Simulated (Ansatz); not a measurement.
Runs of Ansatz 0.2.0 on Cs2AgBiBr6. The structure is cubic, space group Fm-3m (No. 225). The conventional cell has a = 11.232 Å, b = 11.232 Å, c = 11.232 Å, α = 90.00°, β = 90.00°, γ = 90.00°. Bi (site symmetry m-3m) is surrounded by 6 Br at 2.81 Å. Cs (site symmetry -43m) has 12 Br at 3.97 Å as nearest neighbours. Ag (site symmetry m-3m) has 6 Br at 2.80 Å as nearest neighbours. Br (site symmetry 4mm) is surrounded by 1 Ag at 2.80 Å and 1 Bi at 2.81 Å. 

```tsv
U	gap on the mesh (eV)	pressure (GPa)	largest force (eV/Å)
Ag d U = 2 eV	1.27	-1.4	0.27
Ag d U = 8 eV	1.55	-1.2	(b)
Ag d U = 6 eV	1.48	-1.3	0.19
Ag d U = 3 eV	(c)	-1.3	0.25
Ag d U = 4 eV	1.39	-1.3	(a)
```

Alike in all rows: task band structure; level LDA+U; potentials or basis Ansatz PAW; no spin polarisation; cell as given; k mesh 4 × 4 × 4; cutoff (eV) 420; smearing fermi-dirac 0.05 eV.

Question: Fill in the values left out.

Answer: (a) 0.23; (b) 0.15; (c) 1.33.

Caveats: spin-orbit coupling is left out, which as a rule narrows the gap of such compounds by several tenths of an eV; the PAW data sets come from PBE, with cores solved anew for the run's functional, which leaves a small shift of forces and pressure.

A k mesh can miss the band edges, and the runs leave out spin-orbit coupling on Ag, Bi, Br, Cs.
